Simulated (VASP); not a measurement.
The system is CdSe.

```xyz
2
Lattice="0.0000 3.0703 3.0703 3.0703 0.0000 3.0703 3.0703 3.0703 0.0000" Properties=species:S:1:pos:R:3 pbc="T T T"
Cd    0.0000    0.0000    0.0000
Se    1.5351    1.5351    1.5351
```

Measurements of this composition are mostly on another form, of space group No. 186.

Base run:

| Item | Value |
| --- | --- |
| Program | VASP 6.6.1 |
| Functional | LDA |
| Potentials or basis | VASP PAW LDA potentials, release 64 (Cd, Se) |
| Cutoff | 520 eV |
| k mesh | 6 × 6 × 6 |
| Occupations | gaussian, width 0.02 eV |
| Spin | spin-orbit coupling, no magnetisation |

Its results: pressure -2.9 GPa.

Question: The run is repeated on the same cell with these changes: functional from LDA to PBE; potentials or basis from VASP PAW LDA potentials, release 64 (Cd, Se) to VASP PAW PBE potentials, release 64 (Cd, Se). What comes out?

Answer: Pressure 1.6 GPa.

Not every run made on this cell is shown here.
